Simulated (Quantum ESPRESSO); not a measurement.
LiF (Griceite):

```
F Li
1.0
     0.00000    2.01400    2.01400
     2.01400    0.00000    2.01400
     2.01400    2.01400    0.00000
F Li
1 1
Direct
  0.50000 0.50000 0.50000
  0.00000 0.00000 0.00000
```

Program: Quantum ESPRESSO 7.5. Alike in all runs: task band structure; no spin polarisation; cell as given; k mesh 11 × 11 × 11; smearing fermi-dirac 0.05 eV.

**Question.** Order these runs on this cell by their pressure, lowest first.
A. level LDA; potentials or basis PseudoDojo 0.4.1 SR LDA standard; cutoff (eV) 1143; form of the LDA correlation PW92
B. level PBEsol; potentials or basis GBRV 1.5 PBEsol; cutoff (eV) 612
C. level PBE; potentials or basis PseudoDojo 0.4.1 SR PBE standard; cutoff (eV) 1143

**Answer.** A (-6.7 GPa), B (-1.1 GPa), C (1.7 GPa).

Not every run made on this cell is shown here.
